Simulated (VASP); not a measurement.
Input of a VASP 6.6.1 run:

File INCAR:

```
  ALGO = Fast
  EDIFF = 1E-6
  ENCUT = 520
  GGA = PE
  ISIF = 2
  ISMEAR = 0
  IVDW = 12
  LASPH = True
  LCHARG = False
  LREAL = False
  LWAVE = False
  NBANDS = 25
  NELM = 100
  PREC = Accurate
  SIGMA = 0.1
```

The input KPOINTS:

```
k-points
0
Gamma
  4 4 4
```

Contents of POSCAR:

```
CO2
1.0
    4.2272127900      0.0000000000      0.0000000000
    0.0000000000      4.2272127900      0.0000000000
    0.0000000000      0.0000000000      4.6877715900
C O
2 4
Direct
    0.5000000000      0.5000000000      0.5000000000
    0.0000000000      0.0000000000      0.0000000000
    0.3048268600      0.6951731400      0.5000000000
    0.6951731400      0.3048268600      0.5000000000
    0.1951731400      0.1951731400      0.0000000000
    0.8048268600      0.8048268600      0.0000000000
```

Potentials or basis: VASP PAW PBE potentials, release 64 (C, O).

Launch:

```console
$ cat potpaw_PBE.64/C/POTCAR potpaw_PBE.64/O/POTCAR > POTCAR
$ mpirun -np 1 vasp_std > vasp.out
```

What does it give for the band gap on the k mesh?

6.57 eV, indirect (least direct gap 7.04 eV).

Estimate the largest force.

0.789 eV/Å.

Stress tensor (GPa, compression positive):
```
4.23 0.00 0.00
0.00 4.23 0.00
0.00 0.00 0.70
```

Caveat: the standard files for N, O and F lose accuracy on very short bonds. Expect the measured gap to be larger: semilocal functionals such as PBE lack the derivative discontinuity.
